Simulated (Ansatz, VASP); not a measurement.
# Two plane-wave programs on Si3N4

Contents of INCAR:

```
ALGO = Normal ; EDIFF = 1E-7
EDIFFG = -0.04 ; ENCUT = 600
GGA = PE ; IBRION = 2
ISIF = 3 ; ISMEAR = 0
LASPH = True ; LCHARG = False
LREAL = False ; LWAVE = False
NELM = 60 ; NSW = 90
PREC = Accurate ; SIGMA = 0.1
```

Contents of KPOINTS:

```
k-points
0
Gamma
  4 4 4
```

POSCAR

```
Si3N4
1.0
    4.1414355800      0.0000000000      0.0000000000
    0.0000000000      4.1414355800      0.0000000000
    0.0000000000      0.0000000000      4.1414355800
Si N
3 4
Direct
    0.0000000000      0.0000000000      0.5000000000
    0.0000000000      0.5000000000      0.0000000000
    0.5000000000      0.0000000000      0.0000000000
    0.2500000000      0.2500000000      0.2500000000
    0.2500000000      0.7500000000      0.7500000000
    0.7500000000      0.2500000000      0.7500000000
    0.7500000000      0.7500000000      0.2500000000
```

Input for Ansatz:

```yaml
crystal:
  lattice:
    - [4.14143558, 0.0, 0.0]
    - [0.0, 4.14143558, 0.0]
    - [0.0, 0.0, 4.14143558]
  atoms:
    - { symbol: Si, position: [0.0, 0.0, 0.5] }
    - { symbol: Si, position: [0.0, 0.5, 0.0] }
    - { symbol: Si, position: [0.5, 0.0, 0.0] }
    - { symbol: "N", position: [0.25, 0.25, 0.25] }
    - { symbol: "N", position: [0.25, 0.75, 0.75] }
    - { symbol: "N", position: [0.75, 0.25, 0.75] }
    - { symbol: "N", position: [0.75, 0.75, 0.25] }
basis:
  ecutwfc: 420
kpoints:
  mp_grid: { grid: [4, 4, 4] }
hamiltonian:
  xc: pbe
scf:
  occupations: { method: gaussian, width: 0.1 }
  lower_state_search: "off"
output:
  forces: true
  stress: true
  eigenvalues: true
relax:
  adjacent_minimum: "off"
  f_tol: 0.04
  max_steps: 70
  cell: { stress_tol: 0.4 }
```

Change from the starting cell: ordered vacancies on the cation sites of zinc blende (P-43m, No. 215).

Alike in both runs: task relaxation of cell and atoms; functional PBE; k mesh 4 × 4 × 4; occupations gaussian, width 0.1 eV; no spin polarisation.

|  | VASP | Ansatz |
| --- | --- | --- |
| version | VASP 6.6.1 | Ansatz 0.2.0 |
| potentials or method | VASP PAW PBE potentials, release 64 (Si, N) | scalar-relativistic, plane waves, PAW |
| plane-wave cutoff (eV) | 600 | 420 |
| valence electrons in the cell | 32 | 32 |

```csv
,VASP,Ansatz,Ansatz less VASP
"gap on the k mesh at the Fermi level, each at its own relaxed structure (eV)",2.72,2.73,+0.007
relaxed volume (Å³/atom),10.06,10.08,+0.021
relaxed cell length with the largest relative difference (Å),4.129,4.132,+0.0029
energy change over the relaxation (meV/atom),-35,-34,+0.8
```

A k mesh can miss the band edges.
